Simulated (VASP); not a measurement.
Write the native input for VASP 6.6.1 that does the following.

| Item | Value |
| --- | --- |
| Task | single point |
| Functional | LDA |
| Potentials or basis | VASP PAW LDA potentials, release 64 (Pb_d, S) |
| Cutoff | 520 eV |
| k mesh | 2 × 2 × 2 |
| Occupations | fermi-dirac, width 0.05 eV |
| Spin | no spin polarisation |
| Dipole correction | no |
| Further INCAR settings | LREAL = Auto; ALGO = Fast; EDIFF = 1e-06; NBANDS = 90 |

The structure of Pb8S7 (a cell with a defect) lies in POSCAR:

```
Pb8S7
1.0
    0.0000000000      5.9729171400      5.9729171400
    5.9729171400      0.0000000000      5.9729171400
    5.9729171400      5.9729171400      0.0000000000
Pb S
8 7
Direct
    0.0059585625     -0.0505829887      0.0508478509
    0.0037156886      0.0199298763      0.4799441266
   -0.0028356328      0.4786718002      0.0199261093
    0.0746933181      0.5094309746      0.4479400831
    0.4947945754      0.0503214749     -0.0500474045
    0.5415228312     -0.0758942388      0.5003039436
    0.5360763300      0.4959877110     -0.0768883092
    0.4629254743      0.4550447355      0.5066446477
    0.2381145539      0.2632575445      0.2472914767
    0.1993795447      0.2258379730      0.8044761692
    0.2712836060      0.8112673232      0.2240190963
    0.2389052898      0.7583482901      0.7798814869
    0.7468102931      0.2459639010      0.2660478896
    0.7197040239      0.5293009138      0.5307409136
    0.7196609126      0.7762252332      0.7626700477
```

One way to write it, as run:

INCAR

```
SYSTEM = Pb8S7
PREC = Accurate ; ENCUT = 520
EDIFF = 1E-6 ; ISMEAR = -1
SIGMA = 0.05 ; LREAL = Auto
LASPH = .TRUE. ; NELM = 60
ALGO = Fast ; ISIF = 2
LWAVE = .FALSE. ; LCHARG = .TRUE.
LELF = .TRUE. ; LVHAR = .TRUE.
NBANDS = 90
```

KPOINTS

```
Automatic mesh
0
G
  2 2 2
  0 0 0
```

Potentials or basis: VASP PAW LDA potentials, release 64 (Pb_d, S).

Launch:

```console
$ cat potpaw_LDA.64/Pb_d/POTCAR potpaw_LDA.64/S/POTCAR > POTCAR
$ mpirun -np 1 vasp_std > vasp.out
```

Results of the run:

```yaml
Pressure: -1.5 GPa
Largest_force: 0.039 eV/Å
Band_gap_on_the_k_mesh: none (metal or under the smearing width)
```

Caveat: the k mesh is coarse (spacing up to 0.46 Å⁻¹), so the values aren't converged.

Run time: 7.8 min on 1 thread of Intel(R) Xeon(R) 6975P-C (Granite Rapids), with other jobs on the host, peak memory 0.51 GiB.
